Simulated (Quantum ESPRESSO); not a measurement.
# Er (P6_3/mmc) in Quantum ESPRESSO: single point with PBE

Aim: the single point of Er with PBE.

Everything below comes from runs of Quantum ESPRESSO 7.5. Logs are shortened: lines on timing, memory, paths and dates and some standing lists are left out, and cuts for length are marked.

## 1. Starting point

It takes space group P6_3/mmc (No. 194, hexagonal). Conventional cell: a = 3.559 Å, b = 3.559 Å, c = 5.587 Å, α = 90.00°, β = 90.00°, γ = 120.00°. Er (site symmetry -6m2) is surrounded by 12 Er at 3.47 to 3.56 Å.

## 2. Single point, PBE, collinear spin, ferromagnetic start

Input file pw.in:

```
&CONTROL
  calculation = 'scf'
  prefix = 'pwscf'
  outdir = './tmp'
  pseudo_dir = './pseudo'
  tprnfor = .true.
  tstress = .true.
  disk_io = 'nowf'
/
&SYSTEM
  ibrav = 0
  nat = 2
  ntyp = 1
  ecutwfc = 55
  ecutrho = 440
  nbnd = 34
  occupations = 'smearing'
  smearing = 'fd'
  degauss = 0.00367493
  nspin = 2
  starting_magnetization(1) = 0.2045
/
&ELECTRONS
  conv_thr = 4d-10
  electron_maxstep = 120
  mixing_beta = 0.3
/
ATOMIC_SPECIES
Er   167.2590 Er.paw.z_22.atompaw.wentzcovitch.v1.2.upf
CELL_PARAMETERS angstrom
   3.5588000000    0.0000000000    0.0000000000
  -1.7794000000    3.0820112070    0.0000000000
   0.0000000000    0.0000000000    5.5874000000
ATOMIC_POSITIONS crystal
Er     0.6666666667    0.3333333333    0.7500000000
Er     0.3333333333    0.6666666667    0.2500000000
K_POINTS automatic
9 9 5 0 0 0
```

Potentials or basis: SSSP 1.3 efficiency PBE.

Started as:

```sh
> OMP_NUM_THREADS=1 pw.x -in pw.in > pw.out
```

pw.out:

```text
This program is part of the open-source Quantum ESPRESSO suite
     for quantum simulation of materials; please cite
         "P. Giannozzi et al., J. Phys.:Condens. Matter 21 395502 (2009);
         "P. Giannozzi et al., J. Phys.:Condens. Matter 29 465901 (2017);
         "P. Giannozzi et al., J. Chem. Phys. 152 154105 (2020);
     in publications or presentations arising from this work. More details at

     file Er.paw.z_22.atompaw.wentzcovitch.v1.2.upf: wavefunction(s)  6S 0P 5D 0D 4F 0F renormalized
     Message from routine setup:
     using ibrav=0 with symmetry is DISCOURAGED, use correct ibrav instead

     G-vector sticks info
     --------------------
     sticks:   dense  smooth     PW     G-vecs:    dense   smooth      PW
     Sum        1369     685    199                64511    22813    3681

     Using Slab Decomposition

     bravais-lattice index     =            0
     lattice parameter (alat)  =       6.7252  a.u.
     unit-cell volume          =     413.5654 (a.u.)^3
     number of atoms/cell      =            2
     number of atomic types    =            1
     number of electrons       =        44.00
     number of Kohn-Sham states=           34
     kinetic-energy cutoff     =      55.0000  Ry
     charge density cutoff     =     440.0000  Ry
     scf convergence threshold =      4.0E-10
     mixing beta               =       0.3000
     number of iterations used =            8  plain     mixing
     Exchange-correlation= SLA PW PBX PBC
                           (   1   4   3   4   0   0   0)

     celldm(1)=   6.725157  celldm(2)=   0.000000  celldm(3)=   0.000000
     celldm(4)=   0.000000  celldm(5)=   0.000000  celldm(6)=   0.000000

     crystal axes: (cart. coord. in units of alat)
               a(1) = (   1.000000   0.000000   0.000000 )
               a(2) = (  -0.500000   0.866025   0.000000 )
               a(3) = (   0.000000   0.000000   1.570024 )

     reciprocal axes: (cart. coord. in units 2 pi/alat)
               b(1) = (  1.000000  0.577350 -0.000000 )
               b(2) = (  0.000000  1.154701  0.000000 )
               b(3) = (  0.000000 -0.000000  0.636933 )

     PseudoPot. # 1 for Er read from file:
     Er.paw.z_22.atompaw.wentzcovitch.v1.2.upf
     Pseudo is Projector augmented-wave + core cor, Zval = 22.0
     Generated using ATOMPAW code
     Shape of augmentation charge: BESSEL
     Using radial grid of 1114 points,  8 beta functions with:
                l(1) =   0
                l(2) =   0
                l(3) =   1
                l(4) =   1
                l(5) =   2
                l(6) =   2
                l(7) =   3
                l(8) =   3
     Q(r) pseudized with 0 coefficients

     atomic species   valence    mass     pseudopotential
     Er               22.00   167.25900     Er( 1.00)

     Starting magnetic structure
     atomic species   magnetization
     Er              0.204

     24 Sym. Ops., with inversion, found (12 have fractional translation)

   Cartesian axes

     site n.     atom                  positions (alat units)
         1        Er     tau(   1) = (   0.5000000   0.2886751   1.1775177  )
         2        Er     tau(   2) = (  -0.0000000   0.5773503   0.3925059  )

     number of k points=    36  Fermi-Dirac smearing, width (Ry)=  0.0037
                       cart. coord. in units 2pi/alat
        k(    1) = (   0.0000000   0.0000000   0.0000000), wk =   0.0024691
        k(    2) = (   0.0000000   0.0000000   0.1273866), wk =   0.0049383
        k(    3) = (   0.0000000   0.0000000   0.2547732), wk =   0.0049383
        k(    4) = (   0.0000000   0.1283001   0.0000000), wk =   0.0148148
        k(    5) = (   0.0000000   0.1283001   0.1273866), wk =   0.0296296
        k(    6) = (   0.0000000   0.1283001   0.2547732), wk =   0.0296296
[... 28 lines left out ...]
        k(   35) = (   0.3333333   0.5773503   0.1273866), wk =   0.0098765
        k(   36) = (   0.3333333   0.5773503   0.2547732), wk =   0.0098765

     Dense  grid:    64511 G-vectors     FFT dimensions: (  45,  45,  72)

     Smooth grid:    22813 G-vectors     FFT dimensions: (  32,  32,  50)

     Generating pointlists ...
     new r_m :   0.4020 (alat units)  2.7033 (a.u.) for type    1

     Initial potential from superposition of free atoms

     starting charge      43.9916, renormalised to      44.0000
     Starting wfcs are   64 randomized atomic wfcs

     Self-consistent Calculation

     iteration #  1     ecut=    55.00 Ry     beta= 0.30
     Davidson diagonalization with overlap
     ethr =  1.00E-02,  avg # of iterations =  2.8

     total energy              =   -1769.15435325 Ry
     estimated scf accuracy    <       4.02682480 Ry

     total magnetization       =     2.05 Bohr mag/cell
     absolute magnetization    =     2.05 Bohr mag/cell

     iteration #  2     ecut=    55.00 Ry     beta= 0.30
     Davidson diagonalization with overlap
     ethr =  9.15E-03,  avg # of iterations =  4.0

     total energy              =   -1767.41957938 Ry
     estimated scf accuracy    <      53.00147954 Ry

     total magnetization       =     8.40 Bohr mag/cell
     absolute magnetization    =     8.40 Bohr mag/cell

     iteration #  3     ecut=    55.00 Ry     beta= 0.30
     Davidson diagonalization with overlap
     ethr =  9.15E-03,  avg # of iterations =  2.4

     total energy              =   -1771.70298464 Ry
     estimated scf accuracy    <       0.01171290 Ry

     total magnetization       =     5.34 Bohr mag/cell
     absolute magnetization    =     5.34 Bohr mag/cell
[... 295 lines left out ...]
     total energy              =   -1771.75309240 Ry
     estimated scf accuracy    <          3.1E-09 Ry

     total magnetization       =     4.53 Bohr mag/cell
     absolute magnetization    =     5.05 Bohr mag/cell

     iteration # 34     ecut=    55.00 Ry     beta= 0.30
     Davidson diagonalization with overlap
     ethr =  7.00E-12,  avg # of iterations =  2.0

     total energy              =   -1771.75309240 Ry
     estimated scf accuracy    <          2.9E-09 Ry

     total magnetization       =     4.53 Bohr mag/cell
     absolute magnetization    =     5.05 Bohr mag/cell

     iteration # 35     ecut=    55.00 Ry     beta= 0.30
     Davidson diagonalization with overlap
     ethr =  6.61E-12,  avg # of iterations =  2.3

     Magnetic moment per site  (integrated on atomic sphere of radius R)
     atom   1 (R=0.402)  charge= 20.5962  magn=  2.3470
     atom   2 (R=0.402)  charge= 20.5962  magn=  2.3470

     End of self-consistent calculation

 ------ SPIN UP ------------

          k = 0.0000 0.0000 0.0000 (  2827 PWs)   bands (ev):

   -36.2363 -36.1818 -10.6687 -10.1043 -10.1043  -9.9995  -9.9995  -9.9688
     8.0297  11.1308  11.1614  11.1787  11.1787  11.1925  11.2089  11.2089
    11.2351  11.2351  11.2936  11.3051  11.3051  11.3223  11.3288  11.4202
    14.5512  15.7317  15.7317  16.1391  16.4964  16.4964  17.0326  17.0326
    19.3502  19.3502

          k = 0.0000 0.0000 0.1274 (  2833 PWs)   bands (ev):

   -36.2311 -36.1871 -10.6060 -10.0944 -10.0944 -10.0403 -10.0096 -10.0096
     8.3257  11.0321  11.1534  11.1707  11.1707  11.1954  11.1954  11.2091
    11.2248  11.2551  11.2551  11.2873  11.3129  11.3129  11.3229  11.3281
    14.4232  15.5889  15.5889  15.8453  16.2393  16.2393  17.5145  17.5145
    19.4774  19.4774

          k = 0.0000 0.0000 0.2548 (  2827 PWs)   bands (ev):

   -36.2175 -36.2007 -10.4382 -10.2223 -10.0683 -10.0683 -10.0359 -10.0359
     9.1372  10.2133  11.1478  11.1553  11.1660  11.1660  11.1752  11.1752
    11.2388  11.2675  11.2900  11.2900  11.3131  11.3131  11.3245  11.3265
    14.5705  15.1731  15.5453  15.5453  15.7992  15.7992  18.4694  18.4694
    19.2933  19.2933

          k = 0.0000 0.1283 0.0000 (  2837 PWs)   bands (ev):

   -36.2318 -36.1803 -10.6433 -10.1559 -10.1218 -10.0539 -10.0062  -9.9809
     8.3261  11.1576  11.1693  11.1695  11.1850  11.1859  11.2115  11.2133
    11.2238  11.2314  11.2931  11.2952  11.3008  11.3096  11.3236  11.7168
    14.2866  15.1109  16.0294  16.1313  16.6022  16.6414  16.7369  16.7795
    19.5975  19.9779
[... 235 lines left out ...]
   -36.1802 -36.1802 -10.4677 -10.3587 -10.3587 -10.2541 -10.2541 -10.2391
    11.1305  11.1661  11.1661  11.1842  11.1910  11.1910  11.2472  11.2472
    11.2649  11.2732  11.3159  11.3159  11.3230  11.3230  12.8435  12.8653
    12.8653  13.0376  14.9307  14.9307  16.3102  18.9560  18.9560  19.4463
    19.4463  19.8010

          k = 0.3333 0.5774 0.1274 (  2853 PWs)   bands (ev):

   -36.1802 -36.1802 -10.4464 -10.4395 -10.4395 -10.2615 -10.1705 -10.1705
    11.1410  11.1662  11.1662  11.1880  11.1880  11.1882  11.2441  11.2441
    11.2493  11.2577  11.3110  11.3110  11.3162  11.3162  12.9496  12.9499
    12.9499  13.0858  14.6701  14.6701  16.3385  18.7039  19.2407  19.2407
    19.6230  19.6230

          k = 0.3333 0.5774 0.2548 (  2871 PWs)   bands (ev):

   -36.1802 -36.1802 -10.5101 -10.5101 -10.3902 -10.3196 -10.0956 -10.0956
    11.1633  11.1633  11.1697  11.1878  11.1878  11.1981  11.2157  11.2282
    11.2313  11.2313  11.3008  11.3008  11.3145  11.3145  13.1192  13.1192
    13.1300  13.1667  14.2796  14.2796  16.6071  17.4091  19.0485  19.0485
    20.9643  20.9643

 ------ SPIN DOWN ----------

          k = 0.0000 0.0000 0.0000 (  2827 PWs)   bands (ev):

   -35.2329 -35.1732 -10.0221  -9.4083  -9.4083  -9.2956  -9.2956  -9.2608
     7.9470  11.2270  12.9364  12.9667  13.0055  13.0651  13.0712  13.0712
    13.1032  13.1032  13.1137  13.1137  13.1910  13.1910  13.2373  13.2456
    14.6206  15.8376  15.8376  16.2426  16.6190  16.6190  17.2274  17.2274
    19.6184  19.6184

          k = 0.0000 0.0000 0.1274 (  2833 PWs)   bands (ev):

   -35.2272 -35.1789  -9.9544  -9.3976  -9.3976  -9.3391  -9.3064  -9.3064
     8.2485  10.9764  12.9213  12.9372  12.9865  13.0547  13.0547  13.0726
    13.0874  13.0874  13.1376  13.1376  13.2161  13.2161  13.2381  13.2447
    14.5044  15.6869  15.6869  15.9301  16.3579  16.3579  17.7202  17.7202
    19.7495  19.7495

          k = 0.0000 0.0000 0.2548 (  2827 PWs)   bands (ev):

   -35.2123 -35.1939  -9.7726  -9.5380  -9.3696  -9.3696  -9.3348  -9.3348
     9.0705  10.1452  12.8793  12.8948  13.0225  13.0466  13.0466  13.0569
    13.0577  13.0577  13.1911  13.1911  13.2263  13.2263  13.2401  13.2427
    14.6474  15.2379  15.6380  15.6380  15.9040  15.9040  18.7027  18.7027
    19.5575  19.5575

          k = 0.0000 0.1283 0.0000 (  2837 PWs)   bands (ev):

   -35.2280 -35.1715  -9.9945  -9.4651  -9.4274  -9.3555  -9.3028  -9.2738
     8.2482  11.5083  12.9309  12.9648  13.0070  13.0206  13.0817  13.0982
    13.1059  13.1155  13.1191  13.1192  13.1741  13.1767  13.2174  13.2351
    14.3743  15.2264  16.1500  16.2504  16.7065  16.8179  16.9146  16.9224
    19.8776  20.2353
[... 235 lines left out ...]
   -35.1712 -35.1712  -9.8036  -9.6908  -9.6908  -9.5706  -9.5706  -9.5553
    12.5754  12.7121  12.7121  12.9996  13.0256  13.0256  13.0284  13.0284
    13.1278  13.1278  13.1432  13.1644  13.1724  13.1724  13.1866  13.1866
    13.1966  13.3572  15.0277  15.0277  16.4914  19.0779  19.0779  19.6300
    19.6300  20.0834

          k = 0.3333 0.5774 0.1274 (  2853 PWs)   bands (ev):

   -35.1712 -35.1712  -9.7805  -9.7772  -9.7772  -9.5797  -9.4809  -9.4809
    12.6336  12.6871  12.6871  12.9626  13.0208  13.0208  13.0409  13.0409
    13.0884  13.1197  13.1297  13.1297  13.1713  13.1713  13.2808  13.2808
    13.3408  13.4267  14.7347  14.7347  16.5248  18.9423  19.3898  19.3898
    19.8012  19.8012

          k = 0.3333 0.5774 0.2548 (  2871 PWs)   bands (ev):

   -35.1712 -35.1712  -9.8537  -9.8537  -9.7195  -9.6429  -9.3991  -9.3991
    12.6550  12.6550  12.7534  12.8682  13.0119  13.0119  13.0512  13.0512
    13.0752  13.0896  13.1330  13.1330  13.1693  13.1693  13.4917  13.5073
    13.5073  13.5255  14.2610  14.2610  16.8065  17.6248  19.2102  19.2102
    21.1663  21.1663

     the Fermi energy is    13.1602 ev

!    total energy              =   -1771.75309241 Ry
     total all-electron energy =     -1771.753092 Ry
     estimated scf accuracy    <          3.7E-10 Ry
     smearing contrib. (-TS)   =      -0.02323935 Ry
     internal energy E=F+TS    =   -1771.72985306 Ry

     The total energy is F=E-TS. E is the sum of the following terms:
     one-electron contribution =    -512.02789891 Ry
     hartree contribution      =     254.86557532 Ry
     xc contribution           =     -66.15966114 Ry
     ewald contribution        =    -472.67439665 Ry
     one-center paw contrib.   =    -975.73347167 Ry

     total magnetization       =     4.53 Bohr mag/cell
     absolute magnetization    =     5.05 Bohr mag/cell

     convergence has been achieved in  35 iterations

     Forces acting on atoms (cartesian axes, Ry/au):

     atom    1 type  1   force =     0.00000000    0.00000000    0.00000000
     atom    2 type  1   force =    -0.00000000   -0.00000000    0.00000000

     Total force =     0.000000     Total SCF correction =     0.000000

     Computing stress (Cartesian axis) and pressure

          total   stress  (Ry/bohr**3)                   (kbar)     P=       14.07
   0.00005126  -0.00000000   0.00000000            7.54       -0.00        0.00
  -0.00000000   0.00005126  -0.00000000           -0.00        7.54       -0.00
   0.00000000  -0.00000000   0.00018434            0.00       -0.00       27.12

=------------------------------------------------------------------------------=
   JOB DONE.
=------------------------------------------------------------------------------=
```

Wall time 6.8 min (1 thread of Arm Neoverse V2, shared host); peak memory 0.75 GiB.

What came out:

```yaml
Free_energy: -24105.9289 eV
Pressure: 1.4 GPa
Band_gap_on_the_k_mesh: none (metal or under the smearing width)
Net_moment: 4.53 μB per cell
Absolute_moment: 5.05 μB per cell
Site_moments: Er +2.35 μB
Valence_electrons_inside_the_program's_atomic_spheres: Er 20.60
```

Stress tensor (GPa, compression positive):
```
0.75 0.00 0.00
0.00 0.75 0.00
0.00 0.00 2.71
```

Caveat: the magnetic or orbital state may not be the lowest; spin-orbit coupling is left out, which moves the levels of the heavy elements. The state reached can hang on the start; a lower one may exist.
